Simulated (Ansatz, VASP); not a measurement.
Given: the input of a run of VASP 6.6.1 on Ge (Germanium). 

INCAR

```
PREC     = Accurate       # precision mode
ENCUT    = 600            # plane-wave cutoff, eV
EDIFF    = 1E-6           # SCF threshold, eV
ISMEAR   = -1             # smearing method
SIGMA    = 0.05           # smearing width, eV
LREAL    = F              # projectors in reciprocal space
LASPH    = T              # aspherical terms in the spheres
NELM     = 60             # most SCF steps
ALGO     = Fast           # electronic algorithm
ISIF     = 3              # what is computed and relaxed
LWAVE    = F              # write WAVECAR
LCHARG   = F              # write CHGCAR
GGA      = PS             # functional
IVDW     = 12             # dispersion correction
IBRION   = 2              # ionic algorithm
NSW      = 40             # ionic steps
EDIFFG   = -0.01          # ionic threshold
```

KPOINTS

```
Automatic mesh
0
Gamma
  8 8 8
```

File POSCAR:

```
Ge
1.0
    0.0000000000      2.8289100000      2.8289100000
    2.8289100000      0.0000000000      2.8289100000
    2.8289100000      2.8289100000      0.0000000000
Ge
2
Direct
    0.7500000000      0.7500000000      0.7500000000
    0.5000000000      0.5000000000      0.5000000000
```

Potentials or basis: VASP PAW PBE potentials, release 64 (Ge_d).

Run with:

```sh
$ cat potpaw_PBE.64/Ge_d/POTCAR > POTCAR
$ mpirun -np 1 vasp_std > vasp.out
```

Set up the same calculation for Ansatz 0.2.0. Potentials or basis there: Ansatz PAW, cutoff 420 eV.

As run (cutoffs and basis follow the program's own potentials, and thresholds, step limits or extra output files can differ):

input.yaml

```yaml
crystal:
  lattice:
    - [0.0, 2.82891, 2.82891]
    - [2.82891, 0.0, 2.82891]
    - [2.82891, 2.82891, 0.0]
  atoms:
    - { symbol: Ge, position: [0.75, 0.75, 0.75] }
    - { symbol: Ge, position: [0.5, 0.5, 0.5] }
hamiltonian:
  xc: pbesol
  pseudopotentials: { kind: paw }
  dispersion: d3bj
kpoints:
  mp_grid: { grid: [8, 8, 8] }
scf:
  occupations: { method: fermi_dirac, width: 0.05 }
output:
  forces: true
  stress: true
relax:
  f_tol: 0.01
  max_steps: 40
  cell: { stress_tol: 0.05 }
```

Potentials or basis: Ansatz PAW.

Command:

```bash
$ ansatz run input.yaml --threads 2 --pin off --max-ram 5632MiB --backend cpu --events-out ev --progress --plain --runs-dir out
```

Both were run:

|  | VASP | Ansatz |
| --- | --- | --- |
| Relaxed volume | 22.22 Å³/atom | 22.23 Å³/atom |
| Relaxed cell | a = 3.976 Å, b = 3.976 Å, c = 3.976 Å, α = 60.00°, β = 60.00°, γ = 60.00° | a = 3.976 Å, b = 3.976 Å, c = 3.976 Å, α = 60.00°, β = 60.00°, γ = 60.00° |
| Space group after relaxing | Fd-3m (No. 227) | Fd-3m (No. 227) |
| Pressure after relaxing | 0.0 GPa | 0.0 GPa |

Ansatz's pressure holds a Pulay term of +0.02 GPa for its cutoff of 420 eV, which the other run lacks.

VASP's potentials were made for PBE. Ansatz's potentials were made for PBE.

Where Ansatz's input types no cutoff or centring, it takes its own default and a Γ-centred mesh.

Pressure is positive in compression.
